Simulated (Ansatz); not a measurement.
# AlN: the cost of one run

Method: DFT PBE, scalar-relativistic, plane waves, PAW, in Ansatz 0.2.0.

41 further runs of the same task are left out: 41 set aside as unsound or not needed.

## Step 1: The system as given

Symmetry: P6_3/mmc, No. 194, hexagonal system. Conventional cell: a = 3.313 Å, b = 3.313 Å, c = 4.188 Å, α = 90.00°, β = 90.00°, γ = 120.00°. Around Al (site symmetry -6m2) lie 5 N at 1.91 to 2.09 Å. N (site symmetry -6m2) has 5 Al at 1.91 to 2.09 Å as nearest neighbours.

Structure file:

```cif
data_structure
_symmetry_space_group_name_H-M 'P6_3/mmc'
_symmetry_Int_Tables_number 194
_cell_length_a 3.3135
_cell_length_b 3.3135
_cell_length_c 4.1876
_cell_angle_alpha 90.000
_cell_angle_beta 90.000
_cell_angle_gamma 120.000
_cell_volume 39.82
loop_
_atom_site_label
_atom_site_type_symbol
_atom_site_symmetry_multiplicity
_atom_site_Wyckoff_symbol
_atom_site_fract_x
_atom_site_fract_y
_atom_site_fract_z
_atom_site_occupancy
Al1 Al 2 d 0.33333 0.66667 0.75000 1
N1 N 2 c 0.33333 0.66667 0.25000 1
```

It goes back to an entry of the Materials Project, which need not be the stable form.

This cell was relaxed beforehand with the same method: volume 9.95 Å³/atom, gap on the mesh 3.25 eV.

## Step 2: The scan

The energy is mapped over the lattice constants a and c of the conventional cell.

- lattice constant a (and b): 9 values from 3.148 to 3.479 Å
- lattice constant c: 9 values from 3.685 to 4.690 Å

Nothing else is relaxed (symmetry fixes all fractional coordinates). Energies count from the relaxed crystal. Points are written as (first, second).

## Step 3: The run at (3.438 Å, 3.685 Å)

Contents of input.yaml:

```yaml
crystal:
  lattice:
    - [3.4377, 0.0, 0.0]
    - [-1.71885, 2.9771355306, 0.0]
    - [0.0, 0.0, 3.6851]
  atoms:
    - { symbol: Al, position: [0.3333333333, 0.6666666667, 0.75] }
    - { symbol: Al, position: [0.6666666667, 0.3333333333, 0.25] }
    - { symbol: "N", position: [0.3333333333, 0.6666666667, 0.25] }
    - { symbol: "N", position: [0.6666666667, 0.3333333333, 0.75] }
basis:
  ecutwfc: 520.0
kpoints:
  mp_grid: { grid: [9, 9, 6] }
hamiltonian:
  xc: pbe
  pseudopotentials: { kind: paw, azcp: { folder: soft_1 } }
scf:
  occupations: { method: gaussian, width: 0.05 }
output:
  forces: true
  stress: true
  eigenvalues: true
```

Command:

```
> ansatz run input.yaml --threads 1 --pin off --max-ram 2048MiB --backend cpu --events-out ev --progress --plain --runs-dir out
```

**Question.** How long does this run take on 1 thread of Arm Neoverse N1, shared host, and how much memory does it need?

About 4.2 s, with a peak of 0.3 GiB.
